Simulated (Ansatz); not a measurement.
SbPt under changes of volume

One of the cells (20.103 Å³/atom); the others are scaled copies at fixed shape and fractional positions:

```
Pt Sb
1.0
     4.12000    0.00000    0.00000
    -2.06000    3.56802    0.00000
     0.00000    0.00000    5.47000
Pt Sb
2 2
Direct
  0.00000 0.00000 0.50000
  0.00000 0.00000 0.00000
  0.66667 0.33333 0.75000
  0.33333 0.66667 0.25000
```

- Program: Ansatz 0.2.0
- Functional: PBEsol
- Potentials or basis: Ansatz PAW
- Cutoff: 420 eV (not typed: the program's choice for these potentials)
- k mesh: 8 × 8 × 5
- Occupations: fermi-dirac, width 0.05 eV
- Spin: no spin polarisation

```csv
volume (Å³/atom),energy over the lowest point (meV/atom),pressure (GPa)
18.896,71.55,14.9
19.299,39.93,10.6
19.701,18.30,6.9
20.103,?,?
20.505,0.00,0.7
20.907,1.42,-1.9
21.309,9.00,-4.3
```

Q: What does the run at 20.103 Å³/atom give?

A: Energy over the lowest point 5.35 meV/atom; pressure 3.6 GPa.

Worked out: A Birch-Murnaghan fit of order 3 (a polynomial in V^(-2/3)) to the other rows has its minimum at 20.61 Å³/atom with B0 = V·E''(V) = 134 GPa and B' = 5.2 at fixed shape and positions, which overstates the stiffness. It gives 5.28 meV/atom at 20.103 Å³/atom, against the run's 5.35, and -dE/dV = 3.6 GPa, against 3.6.

Energies are extrapolated to zero smearing.

Caveats: the PAW data sets come from PBE, with cores solved anew for the run's functional, which leaves a small shift of forces and pressure.
